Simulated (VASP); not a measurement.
# Ta in VASP: a series of runs

The runs below take Ta through single point, with PBE.

All numbers are computed with VASP 6.6.1; they aren't measurements. Logs are shortened: lines on timing, memory, paths and dates and some standing lists are left out, and cuts for length are marked.

## Step 1: The cell of the first run

The cell holds a slab with vacuum, 12 atoms: a = 5.748 Å, b = 5.748 Å, c = 21.693 Å, α = 90.00°, β = 90.00°, γ = 109.47°.

The slab is cut from a database's or a generator's crystal, which needn't be the stable form of the element.

## Step 2: Single point, PBE (clean slab, lower half held)

INCAR reads:

```
  ALGO = Fast
  DIPOL = 0.5 0.5 0.496
  EDIFF = 1E-6
  ENCUT = 520
  GGA = PE
  IDIPOL = 3
  ISIF = 2
  ISMEAR = 0
  LASPH = T
  LCHARG = T
  LDIPOL = T
  LELF = T
  LREAL = F
  LVACPOTAV = T
  LVHAR = T
  LWAVE = F
  NBANDS = 78
  NELM = 100
  PREC = Accurate
  SIGMA = 0.1
```

KPOINTS reads:

```
k-points
0
Gamma
  6 6 1
```

POSCAR reads:

```
Ta
1.0
    5.7483122760      0.0000000000      0.0000000000
   -1.9161040920      5.4195607877      0.0000000000
    0.0000000000      0.0000000000     21.6934773195
Ta
12
Direct
    0.2500000000      0.2500000000      0.3918228449
    0.2500000000      0.7500000000      0.3918228449
    0.7500000000      0.2500000000      0.3918228449
    0.7500000000      0.7500000000      0.3918228449
    0.5000000000      0.5000000000      0.4962354902
    0.5000000000      0.0000000000      0.4962354902
    0.0000000000      0.5000000000      0.4962354902
    0.0000000000      0.0000000000      0.4962354902
    0.7500000000      0.7500000000      0.6006442358
    0.7500000000      0.2500000000      0.6006442358
    0.2500000000      0.7500000000      0.6006442358
    0.2500000000      0.2500000000      0.6006442358
```

Potentials or basis: VASP PAW PBE potentials, release 64 (Ta_pv).

Run with:

```
$ cat potpaw_PBE.64/Ta_pv/POTCAR > POTCAR
$ mpirun -np 1 vasp_std > vasp.out
```

OUTCAR:

```text
EDIFF = 1E-6
   ENCUT = 520
   GGA = PE
   ISIF = 2
   ISMEAR = 0
   LASPH = T
   LREAL = F
   NELM = 100
   PREC = Accurate

 ion  position               nearest neighbor table
   1  0.250  0.250  0.392-   5 2.81   8 2.81   3 2.87   3 2.87   2 2.87   2 2.87   7 3.26   6 3.26
                             4 3.32   4 3.32
   2  0.250  0.750  0.392-   6 2.81   7 2.81   4 2.87   4 2.87   1 2.87   1 2.87   5 3.26   8 3.26
                             3 3.32   3 3.32
   3  0.750  0.250  0.392-   6 2.81   7 2.81   1 2.87   1 2.87   4 2.87   4 2.87   5 3.26   8 3.26
                             2 3.32   2 3.32
   4  0.750  0.750  0.392-   5 2.81   8 2.81   2 2.87   2 2.87   3 2.87   3 2.87   7 3.26   6 3.26
                             1 3.32   1 3.32
   5  0.500  0.500  0.496-   9 2.81  12 2.81   1 2.81   4 2.81   7 2.87   7 2.87   6 2.87   6 2.87
                            11 3.26  10 3.26   3 3.26   2 3.26   8 3.32   8 3.32
   6  0.500  0.000  0.496-  10 2.81  11 2.81   2 2.81   3 2.81   8 2.87   8 2.87   5 2.87   5 2.87
                             9 3.26  12 3.26   1 3.26   4 3.26   7 3.32   7 3.32
   7  0.000  0.500  0.496-  10 2.81  11 2.81   2 2.81   3 2.81   5 2.87   5 2.87   8 2.87   8 2.87
                             9 3.26  12 3.26   1 3.26   4 3.26   6 3.32   6 3.32
   8  0.000  0.000  0.496-   9 2.81  12 2.81   1 2.81   4 2.81   6 2.87   6 2.87   7 2.87   7 2.87
                            11 3.26  10 3.26   3 3.26   2 3.26   5 3.32   5 3.32
   9  0.750  0.750  0.601-   5 2.81   8 2.81  11 2.87  11 2.87  10 2.87  10 2.87   7 3.26   6 3.26
                            12 3.32  12 3.32
  10  0.750  0.250  0.601-   6 2.81   7 2.81  12 2.87  12 2.87   9 2.87   9 2.87   5 3.26   8 3.26
                            11 3.32  11 3.32
  11  0.250  0.750  0.601-   6 2.81   7 2.81   9 2.87   9 2.87  12 2.87  12 2.87   5 3.26   8 3.26
                            10 3.32  10 3.32
  12  0.250  0.250  0.601-   5 2.81   8 2.81  10 2.87  10 2.87  11 2.87  11 2.87   7 3.26   6 3.26
                             9 3.32   9 3.32

  LATTYP: Found a base centered orthorhombic cell.
 ALAT       =     6.6375792799
 B/A-ratio  =     1.4142135624
 C/A-ratio  =     3.2682814630

  Lattice vectors:

 A1 = (   5.7483122760,   0.0000000000,   0.0000000000)
 A2 = (  -1.9161040920,   5.4195607877,   0.0000000000)
 A3 = (   0.0000000000,   0.0000000000,  21.6934773195)

Analysis of symmetry for initial positions (statically):
=====================================================================
 Subroutine PRICEL returns following result:

  LATTYP: Found a base centered orthorhombic cell.
 ALAT       =     3.3187896400
 B/A-ratio  =     1.4142135624
 C/A-ratio  =     6.5365629259

  Lattice vectors:

 A1 = (   2.8741561380,   0.0000000000,   0.0000000000)
 A2 = (  -0.9580520460,   2.7097803939,   0.0000000000)
 A3 = (   0.0000000000,   0.0000000000,  21.6934773195)

   4 primitive cells build up your supercell.

 Routine SETGRP: Setting up the symmetry group for a
 base centered orthorhombic supercell.

 Subroutine GETGRP returns: Found  8 space group operations
 (whereof  4 operations were pure point group operations)
 out of a pool of  8 trial point group operations.

The static configuration has the point symmetry C_2v.
 The point group associated with its full space group is D_2h.

Analysis of symmetry for dynamics (positions and initial velocities):
=====================================================================
 Subroutine PRICEL returns following result:

  LATTYP: Found a base centered orthorhombic cell.
 ALAT       =     3.3187896400
 B/A-ratio  =     1.4142135624
 C/A-ratio  =     6.5365629259

  Lattice vectors:

 A1 = (   2.8741561380,   0.0000000000,   0.0000000000)
 A2 = (  -0.9580520460,   2.7097803939,   0.0000000000)
 A3 = (   0.0000000000,   0.0000000000,  21.6934773195)

   4 primitive cells build up your supercell.

 Routine SETGRP: Setting up the symmetry group for a
 base centered orthorhombic supercell.

 Subroutine GETGRP returns: Found  8 space group operations
 (whereof  4 operations were pure point group operations)
 out of a pool of  8 trial point group operations.

The dynamic configuration has the point symmetry C_2v.
 The point group associated with its full space group is D_2h.

 Subroutine INISYM returns: Found  8 space group operations
 (whereof  4 operations are pure point group operations),
 and found     4 'primitive' translations

----------------------------------------------------------------------------------------

                                     Primitive cell

  volume of cell :     168.9560

  direct lattice vectors                    reciprocal lattice vectors
     2.874156138  0.000000000  0.000000000     0.347928210  0.123011198  0.000000000
    -0.958052046  2.709780394  0.000000000     0.000000000  0.369033595  0.000000000
     0.000000000  0.000000000 21.693477320     0.000000000  0.000000000  0.046096805

  length of vectors
     2.874156138  2.874156138 21.693477320     0.369033595  0.369033595  0.046096805

  position of ions in fractional coordinates (direct lattice)
     0.500000000  0.500000000  0.391822845
     0.000000000  0.000000000  0.496235490
     0.500000000  0.500000000  0.600644236

  ion indices of the primitive-cell ions
   primitive index   ion index
                 1           1
                 2           5
                 3          12

----------------------------------------------------------------------------------------

 KPOINTS: k-points

Automatic generation of k-mesh.
 Grid dimensions read from file:
 generate k-points for:    6    6    1

 Generating k-lattice:

  Cartesian coordinates                     Fractional coordinates (reciprocal lattice)
     0.028994017  0.010250933  0.000000000     0.166666667  0.000000000  0.000000000
     0.000000000  0.030752800  0.000000000     0.000000000  0.166666667  0.000000000
     0.000000000  0.000000000  0.046096805     0.000000000  0.000000000  1.000000000

  Length of vectors
     0.030752800  0.030752800  0.046096805

  Shift w.r.t. Gamma in fractional coordinates (k-lattice)
     0.000000000  0.000000000  0.000000000

 Subroutine IBZKPT returns following result:
 ===========================================

 Found     13 irreducible k-points:

 Following reciprocal coordinates:
            Coordinates               Weight
  0.000000  0.000000  0.000000      1.000000
  0.166667 -0.000000  0.000000      4.000000
  0.333333  0.000000  0.000000      4.000000
  0.500000 -0.000000  0.000000      2.000000
  0.166667  0.166667  0.000000      2.000000
  0.333333  0.166667  0.000000      4.000000
  0.500000  0.166667  0.000000      4.000000
 -0.333333  0.166667  0.000000      4.000000
 -0.166667  0.166667  0.000000      2.000000
  0.333333  0.333333  0.000000      2.000000
  0.500000  0.333333  0.000000      4.000000
 -0.333333  0.333333  0.000000      2.000000
  0.500000  0.500000  0.000000      1.000000
   k-points           NKPTS =     13   k-points in BZ     NKDIM =     13   number of bands    NBANDS=     78
   number of dos      NEDOS =    301   number of ions     NIONS =     12
   total plane-waves  NPLWV = 373248
   dimension x,y,z NGX =    48 NGY =   48 NGZ =  162
   dimension x,y,z NGXF=    96 NGYF=   96 NGZF=  324
   ions per type =              12
   NGX,Y,Z   is equivalent  to a cutoff of  13.88, 13.88, 12.41 a.u.
   NGXF,Y,Z  is equivalent  to a cutoff of  27.76, 27.76, 24.83 a.u.
 SYSTEM =  unknown system
   PREC   = accura    normal or accurate (medium, high low for compatibility)
   ISTART =      0    job   : 0-new  1-cont  2-samecut
   ICHARG =      2    charge: 1-file 2-atom 10-const
   ISPIN  =      1    spin polarized calculation?
   LNONCOLLINEAR =      F non collinear calculations
   LSORBIT =      F    spin-orbit coupling
   LASPH  =      T    aspherical Exc in radial PAW
   ENCUT  =  520.0 eV  38.22 Ry    6.18 a.u.  10.69 10.69 40.34*2*pi/ulx,y,z
   NELM   =    100;   NELMIN=  2; NELMDL= -5     # of ELM steps
   EDIFF  = 0.1E-05   stopping-criterion for ELM
   LREAL  =      F    real-space projection
   EDIFFG = 0.1E-04   stopping-criterion for IOM
   NSW    =      0    number of steps for IOM
   IBRION =     -1    ionic relax: 0-MD 1-quasi-New 2-CG
   NFREE  =      0    steps in history (QN), initial steepest desc. (CG)
   ISIF   =      2    stress and relaxation
   ISYM   =      2    0-nonsym 1-usesym 2-fastsym
   POTIM  = 0.5000    time-step for ionic-motion
   TEBEG  =    0.0;   TEEND  =   0.0 temperature during run
   PSTRESS=    0.0 pullay stress
   NELECT =     132.0000    total number of electrons
   NUPDOWN=      -1.0000    fix difference up-down
   EMIN   =  10.00;   EMAX   =-10.00  energy-range for DOS
   EFERMI =   0.00;   METHOD = LEGACY
   ISMEAR =     0;   SIGMA  =   0.10  broadening in eV -4-tet -1-fermi 0-gaus
   EFERMI_NEDOS =   21; number of points for ismear=-14 and -15
   IALGO  =     68    algorithm
   IMIX   =      4    mixing-type and parameters
     AMIX     =   0.40;   BMIX     =  1.00
     AMIX_MAG =   1.60;   BMIX_MAG =  1.00
  volume/ion in A,a.u.               =      56.32       380.06
  Fermi-wavevector in a.u.,A,eV,Ry     =   0.949850  1.794956 12.275375  0.902215
  Thomas-Fermi vector in A             =   2.078171
   LORBIT       =      0    0 simple, 1 ext, 2 COOP (PROOUT), +10 PAW based schemes
   GGA     = PE    functional components
   LHFCALC =     F    Hartree Fock is set to
   AEXX    =    0.0000 exact exchange contribution
   IVDW    =     0    specifies the selected vdW correction
   LEPSILON=     F    determine dielectric tensor
   LRPA    =     F    only Hartree local field effects (RPA)
 non-spin polarized calculation
 RMM-DIIS sequential band-by-band and
 Gauss-broadening in eV      SIGMA  =   0.10
  energy-cutoff  :      520.00
  volume of cell :      675.82
 maximum number of plane-waves:     18289
 NGX is ok and might be reduce to    48
   NGX = 21   NGY = 21   NGZ = 81

 dipolmoment           0.000000      0.000000     -0.000006 electrons x Angstroem

 number of electron     131.9999988 magnetization

 dipolmoment           0.000000      0.000000      0.002552 electrons x Angstroem

 Free energy of the ion-electron system (eV)
  ---------------------------------------------------
  ext. energy  EPLUGINS =         0.00000000
  ---------------------------------------------------
  free energy    TOTEN  =      -132.56468982 eV

  energy without entropy =     -132.49510007  energy(sigma->0) =     -132.52989494

 E-fermi :  -1.2683     XC(G=0):  -5.0097

 val. band max:       -1.2837167980   @ k =  -0.3333   0.3333   0.0000
 cond. band min:      -1.2551259248   @ k =  -0.3333   0.1667   0.0000
 fundamental gap:      0.0285908731
 Fermi energy:        -1.2682852667

 k-point     1 :       0.0000    0.0000    0.0000
  band No.  band energies     occupation
      1     -35.8063      2.00000
      2     -35.8063      2.00000
      3     -35.7876      2.00000
      4     -35.7725      2.00000
      5     -35.7173      2.00000
      6     -35.7064      2.00000
[... 70 lines left out ...]
     77       1.3285      0.00000
     78       1.6512      0.00000

 k-point     2 :       0.1667   -0.0000    0.0000
  band No.  band energies     occupation
      1     -35.7899      2.00000
      2     -35.7634      2.00000
      3     -35.7557      2.00000
      4     -35.7550      2.00000
      5     -35.6939      2.00000
      6     -35.6903      2.00000
[... 70 lines left out ...]
     77       1.3982      0.00000
     78       1.7568      0.00000
[... 808 lines left out ...]
     77       0.1348      0.00000
     78       0.5422      0.00000

 k-point    13 :       0.5000    0.5000    0.0000
  band No.  band energies     occupation
      1     -35.6368      2.00000
      2     -35.6368      2.00000
      3     -35.5853      2.00000
      4     -35.5853      2.00000
      5     -35.5693      2.00000
      6     -35.5693      2.00000
[... 70 lines left out ...]
     77       0.5261      0.00000
     78       0.5382      0.00000

------------------------ aborting loop because EDIFF is reached ----------------------------------------

  FORCE on cell =-STRESS in cart. coord.  units (eV):
  Direction    XX          YY          ZZ          XY          YZ          ZX
  --------------------------------------------------------------------------------------
  -------------------------------------------------------------------------------------
  Total      -13.1234095    -13.1837841      0.0041426     -0.0853825      0.0000000      0.0000000
  in kB      -31.1116932    -31.2548232      0.0098208     -0.2024164      0.0000000      0.0000000
  external PRESSURE =     -20.7855652 kB  Pullay stress =       0.0000000 kB

 VOLUME and BASIS-vectors are now :
 -----------------------------------------------------------------------------
  energy-cutoff  :      520.00
  volume of cell :      675.82
      direct lattice vectors                 reciprocal lattice vectors
     5.748312276  0.000000000  0.000000000     0.173964105  0.061505599  0.000000000
    -1.916104092  5.419560788  0.000000000     0.000000000  0.184516797  0.000000000
     0.000000000  0.000000000 21.693477320     0.000000000  0.000000000  0.046096805

 POSITION                                       TOTAL-FORCE (eV/Angst)
 -----------------------------------------------------------------------------------
      0.95805      1.35489      8.50000         0.000000      0.000000     -0.004746
      0.00000      4.06467      8.50000         0.000000     -0.000000     -0.004746
      3.83221      1.35489      8.50000        -0.000000      0.000000     -0.004746
      2.87416      4.06467      8.50000        -0.000000     -0.000000     -0.004746
      1.91610      2.70978     10.76507         0.000000     -0.000000     -0.000000
      2.87416      0.00000     10.76507         0.000000      0.000000     -0.000000
     -0.95805      2.70978     10.76507         0.000000      0.000000     -0.000000
      0.00000      0.00000     10.76507         0.000000      0.000000     -0.000000
      2.87416      4.06467     13.03006         0.000000     -0.000000      0.004746
      3.83221      1.35489     13.03006        -0.000000      0.000000      0.004746
      0.00000      4.06467     13.03006         0.000000      0.000000      0.004746
      0.95805      1.35489     13.03006        -0.000000     -0.000000      0.004746
 -----------------------------------------------------------------------------------
    total drift:                                0.000000      0.000000      0.359873

  FREE ENERGIE OF THE ION-ELECTRON SYSTEM (eV)
  ---------------------------------------------------
  free  energy   TOTEN  =      -132.5646898217 eV

  energy  without entropy=     -132.4951000663  energy(sigma->0) =     -132.52989494

 vacuum level on the upper side and lower side of the slab         3.508         3.493
```

It took 18 min on 1 thread of Intel Xeon 6975P-C (Granite Rapids), shared host; peak memory 1 GiB.

Results:

| Quantity | Value |
| --- | --- |
| Free energy | -132.5647 eV |
| Largest force | 0.005 eV/Å |
| Band gap on the k mesh | none (metal or under the smearing width) |
| Work function of the upper face | 4.78 eV |
| Work function of the lower face | 4.76 eV |

Forces in eV/Å, atoms in the order of the input:
```
Ta   0.000  0.000 -0.005
Ta   0.000  0.000 -0.005
Ta   0.000  0.000 -0.005
Ta   0.000  0.000 -0.005
Ta   0.000  0.000  0.000
Ta   0.000  0.000  0.000
Ta   0.000  0.000  0.000
Ta   0.000  0.000  0.000
Ta   0.000  0.000  0.005
Ta   0.000  0.000  0.005
Ta   0.000  0.000  0.005
Ta   0.000  0.000  0.005
```

The run has no spin-orbit coupling, so splittings on Ta are missing.

## Step 3: Single point, PBE (Ta replaced by Ir, lengths x 0.898, strained and moved within the space group)

INCAR reads:

```
SYSTEM = Ir
ALGO = Fast
EDIFF = 1E-7
ENCUT = 520
GGA = PE
ISIF = 2
ISMEAR = 0
LASPH = .TRUE.
LCHARG = .TRUE.
LELF = .TRUE.
LREAL = .FALSE.
LVHAR = .TRUE.
LWAVE = .FALSE.
NBANDS = 10
NELM = 100
PREC = Accurate
SIGMA = 0.1
```

KPOINTS reads:

```
k-points
0
G
  8 8 8
  0 0 0
```

POSCAR reads:

```
Ir
1.0
   -1.4928648417      1.4928648417      1.4928648417
    1.4928648417     -1.4928648417      1.4928648417
    1.4928648417      1.4928648417     -1.4928648417
Ir
1
Direct
    0.0000000000      0.0000000000      0.0000000000
```

Potentials or basis: VASP PAW PBE potentials, release 64 (Ir).

Run with:

```
$ cat potpaw_PBE.64/Ir/POTCAR > POTCAR
$ mpirun -np 1 vasp_std > vasp.out
```

Run time: 6.1 s. Hardware: 1 thread of Intel Xeon Platinum 8488C (Sapphire Rapids), shared host; peak memory 0.12 GiB.

It converged, with:

* Free energy: -7.9486 eV
* Pressure: 52.7 GPa
* Band gap on the k mesh: none (metal or under the smearing width)

Levels at points of the mesh, in eV from the Fermi level:
```csv
k point,band 1,band 2,band 3,band 4,band 5,band 6,band 7,band 8
"(0.00, 0.00, 0.00)",-11.50,-4.09,-4.09,-4.09,-0.64,-0.64,16.96,16.96
"(0.50, 0.00, 0.00)",-8.42,-6.18,-0.80,-0.21,-0.02,2.64,9.06,13.09
"(0.50, 0.50, 0.50)",-8.04,-8.04,1.80,1.80,1.80,8.30,8.30,8.30
```

Caveat: the k mesh is coarse (spacing up to 0.37 Å⁻¹), so the values aren't converged; so large a pressure means that the cell lies far from this level's equilibrium, or that cutoff or potentials fall short.
